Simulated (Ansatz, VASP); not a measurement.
# InAs: VASP beside Ansatz

```
In As
1.0
    -2.03411    2.03411    2.87689
     2.03411   -2.03411    2.87689
     2.03411    2.03411   -2.87689
In As
1 1
Direct
  0.00000 0.00000 0.00000
  0.50000 0.50000 0.00000
```

Alike in both runs: functional PBE; k mesh 6 × 6 × 6; occupations gaussian, width 0.1 eV; no spin polarisation.

Ansatz relaxed the structure, and its values are those at the end. VASP's run is a single point on that final structure, the one shown.

|  | VASP | Ansatz |
| --- | --- | --- |
| version | VASP 6.6.1 | Ansatz 0.2.0 |
| potentials or method | VASP PAW PBE potentials, release 64 (In_d, As) | scalar-relativistic, plane waves, PAW |
| plane-wave cutoff (eV) | 520 | 420 |
| valence electrons in the cell | 18 | 28 |

```csv
,VASP,Ansatz,Ansatz less VASP
gap on the k mesh at the Fermi level (eV),none,none,-
pressure (GPa),0.0,0.0,-0.06
```

A gap of «none» marks a metal or a gap that the smearing closes. The two sets of potentials don't hold the same shells in valence.

Caveats: the k mesh is coarse (spacing up to 0.36 Å⁻¹), so the values aren't converged.
